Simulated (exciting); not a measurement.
# Mg (P6_3/mmc) in exciting: reference runs

How does Mg come out in PBE? The cell is run as given.

Everything below comes from runs of exciting (release sodium). Logs are shortened: lines on timing, memory, paths and dates and some standing lists are left out, and cuts for length are marked.

## 1. Starting point

Symmetry: P6_3/mmc, No. 194, hexagonal system. Conventional cell: a = 3.209 Å, b = 3.209 Å, c = 5.210 Å, α = 90.00°, β = 90.00°, γ = 120.00°. Mg (site symmetry -6m2) is surrounded by 12 Mg at 3.20 to 3.21 Å.

## 2. Single point, PBE

File input.xml:

```xml
<input>
  <title>Mg</title>
  <structure speciespath="./" tshift="false">
    <crystal scale="1">
      <basevect>6.064698051761 0.000000000000 0.000000000000</basevect>
      <basevect>-3.032349025881 5.252182579173 0.000000000000</basevect>
      <basevect>0.000000000000 0.000000000000 9.846040027138</basevect>
    </crystal>
    <species speciesfile="Mg.xml" rmt="2">
      <atom coord="0.666666666700 0.333333333300 0.750000000000"/>
      <atom coord="0.333333333300 0.666666666700 0.250000000000"/>
    </species>
  </structure>
  <groundstate do="fromscratch" ngridk="10 10 5" rgkmax="7.5" gmaxvr="14" lmaxapw="10" lmaxmat="10" lmaxvr="8" xctype="GGA_PBE" stype="Fermi Dirac" swidth="0.00183747" nempty="10" ValenceRelativity="iora*" epsengy="1e-05" epspot="1e-05" maxscl="60" tforce="true" outputlevel="normal"/>
</input>
```

Potentials or basis: all-electron LAPW+lo, shipped species files, valence relativity iora*.

Started as:

```bash
OMP_NUM_THREADS=1 exciting_smp
```

INFO.OUT:

```text
================================================================================
EXCITING SODIUM started
All units are atomic (Hartree, Bohr, etc.)
================================================================================

********************************************************************************
* Ground-state run starting from atomic densities                              *
********************************************************************************

++++++++++++++++++++++++++++++++++++++++++++++++++++++++++++++++++++++++++++++++
+ Starting initialization                                                      +
++++++++++++++++++++++++++++++++++++++++++++++++++++++++++++++++++++++++++++++++

 Lattice vectors (cartesian) :
      6.0646980518      0.0000000000      0.0000000000
     -3.0323490259      5.2521825792      0.0000000000
      0.0000000000      0.0000000000      9.8460400271

 Reciprocal lattice vectors (cartesian) :
      1.0360260731      0.5981499322     -0.0000000000
      0.0000000000      1.1962998644      0.0000000000
      0.0000000000     -0.0000000000      0.6381433845

 Unit cell volume                           :     313.6249427104
 Brillouin zone volume                      :       0.7909135393

 Species :    1 (Mg)
     parameters loaded from                 :    Mg.xml
     name                                   :    magnesium
     nuclear charge                         :     -12.00000000
     electronic charge                      :      12.00000000
     atomic mass                            :   44305.30463000
     muffin-tin radius                      :       2.00000000
     # of radial points in muffin-tin       :     300

     atomic positions (lattice) :
       1 :   0.66666667  0.33333333  0.75000000
       2 :   0.33333333  0.66666667  0.25000000

 Total number of atoms per unit cell        :       2

 Spin treatment                             :    spin-unpolarised

 Number of Bravais lattice symmetries       :      24
 Number of crystal symmetries               :      12

 k-point grid                               :      10   10    5
 Total number of k-points                   :      58
 k-point set is reduced with crystal symmetries

 R^MT_min * |G+k|_max (rgkmax)              :       7.50000000
 Species with R^MT_min                      :       1 (Mg)
 Maximum |G+k| for APW functions            :       3.75000000
 Maximum |G| for potential and density      :      14.00000000

 G-vector grid sizes                        :      30    30    45
 Total number of G-vectors                  :   14509

 Maximum angular momentum used for
     APW functions                          :      10
     computing H and O matrix elements      :      10
     potential and density                  :       8
     inner part of muffin-tin               :       2

 Total nuclear charge                       :     -24.00000000
 Total electronic charge                    :      24.00000000
 Total core charge                          :       4.00000000
 Total valence charge                       :      20.00000000

 Number of empty states                     :      10
 Total number of valence states             :      21

 Maximum Hamiltonian size                   :     305
 Maximum number of plane-waves              :     289
 Total number of local-orbitals             :      16

 Exchange-correlation type                  :      20
     Perdew-Burke-Ernzerhof, Phys. Rev. Lett. 77, 3865 (1996)
     Generalised gradient approximation (GGA)

 Smearing scheme                            :    Fermi-Dirac
 Smearing width                             :       0.00183747

 Using multisecant Broyden potential mixing

++++++++++++++++++++++++++++++++++++++++++++++++++++++++++++++++++++++++++++++++
+ Ending initialization                                                        +
++++++++++++++++++++++++++++++++++++++++++++++++++++++++++++++++++++++++++++++++

********************************************************************************
* Groundstate module started                                                   *
********************************************************************************
 Output level for this task is set to normal

++++++++++++++++++++++++++++++++++++++++++++++++++++++++++++++++++++++++++++++++
+ Self-consistent loop started                                                 +
++++++++++++++++++++++++++++++++++++++++++++++++++++++++++++++++++++++++++++++++
 Density and potential initialised from atomic data

++++++++++++++++++++++++++++++++++++++++++++++++++++++++++++++++++++++++++++++++
+ SCF iteration number :    1                                                  +
++++++++++++++++++++++++++++++++++++++++++++++++++++++++++++++++++++++++++++++++
 Total energy                               :      -400.53557235
 _______________________________________________________________
 Fermi energy                               :         0.13027306
 Kinetic energy                             :       401.47892213
 Coulomb energy                             :      -769.11613256
 Exchange energy                            :       -31.99391205
 Correlation energy                         :        -0.90444986

 DOS at Fermi energy (states/Ha/cell)       :        41.76026144

 Electron charges :
     core                                   :         4.00000000
     core leakage                           :        -0.00000000
     valence                                :        20.00000000
     interstitial                           :         3.41608045
     charge in muffin-tin spheres :
                  atom     1    Mg          :        10.29195977
                  atom     2    Mg          :        10.29195977
     total charge in muffin-tins            :        20.58391955
     total charge                           :        24.00000000
[... 391 lines left out ...]
 Electron charges :
     core                                   :         4.00000000
     core leakage                           :         0.00000000
     valence                                :        20.00000000
     interstitial                           :         3.41258486
     charge in muffin-tin spheres :
                  atom     1    Mg          :        10.29370757
                  atom     2    Mg          :        10.29370757
     total charge in muffin-tins            :        20.58741514
     total charge                           :        24.00000000

 RMS change in effective potential (target) :  0.952033E-09  ( 0.100000E-04)
 Absolute change in total energy   (target) :  0.445926E-06  ( 0.100000E-04)
 Charge distance                   (target) :  0.283715E-08  ( 0.100000E-04)
 Abs. change in max-nonIBS-force   (target) :  0.325214E-07  ( 0.500000E-04)

++++++++++++++++++++++++++++++++++++++++++++++++++++++++++++++++++++++++++++++++
| Convergency criteria checked for the last 2 iterations                       +
| Convergence targets achieved. Performing final SCF iteration                 +
++++++++++++++++++++++++++++++++++++++++++++++++++++++++++++++++++++++++++++++++
 Total energy                               :      -400.66771183
 _______________________________________________________________
 Fermi energy                               :         0.12810332
 Kinetic energy                             :       401.12171101
 Coulomb energy                             :      -768.90058582
 Exchange energy                            :       -31.98438994
 Correlation energy                         :        -0.90444707

 DOS at Fermi energy (states/Ha/cell)       :        42.42563529

 Electron charges :
     core                                   :         4.00000000
     core leakage                           :         0.00000000
     valence                                :        20.00000000
     interstitial                           :         3.41258486
     charge in muffin-tin spheres :
                  atom     1    Mg          :        10.29370757
                  atom     2    Mg          :        10.29370757
     total charge in muffin-tins            :        20.58741514
     total charge                           :        24.00000000

++++++++++++++++++++++++++++++++++++++++++++++++++++++++++++++++++++++++++++++++
+ Self-consistent loop stopped                                                 +
++++++++++++++++++++++++++++++++++++++++++++++++++++++++++++++++++++++++++++++++
 STATE.OUT is written

--------------------------------------------------------------------------------
- Writing atomic positions and forces                                          -
--------------------------------------------------------------------------------

 Atomic positions (lattice) :
 atom     1  Mg  :     0.66666667    0.33333333    0.75000000
 atom     2  Mg  :     0.33333333    0.66666667    0.25000000

 Total atomic forces including IBS (cartesian) :
 atom     1  Mg  :     0.00000000   -0.00000000   -0.00000023
 atom     2  Mg  :     0.00000000    0.00000000    0.00000023

 Atomic force components including IBS (cartesian) :
 atom     1  Mg  :     0.00000000    0.00000000   -0.00000170   HF force
                 :    -0.00000000    0.00000000   -0.00000015   core correction
                 :     0.00000000    0.00000000    0.00000163   IBS correction
 atom     2  Mg  :    -0.00000000   -0.00000000    0.00000170   HF force
                 :     0.00000000    0.00000000    0.00000015   core correction
                 :     0.00000000    0.00000000   -0.00000163   IBS correction

********************************************************************************
* Groundstate module stopped                                                   *
********************************************************************************

--------------------------------------------------------------------------------
- CAUTION! Warnings have been written in file WARNING.OUT !                    -
--------------------------------------------------------------------------------
================================================================================
| EXCITING SODIUM stopped                                                      =
================================================================================
```

It took 92 s on 1 thread of Arm Neoverse V2, shared host; peak memory 0.14 GiB.

What came out:

- Free energy: -10902.7358 eV
- Band gap on the k mesh: none (metal or under the smearing width)
- All electrons inside the program's atomic spheres: Mg 10.29 (radii Mg 2.0 bohr)

Caveat: the log's total energy holds no entropy term; the free energy is that total less TS from the occupations.
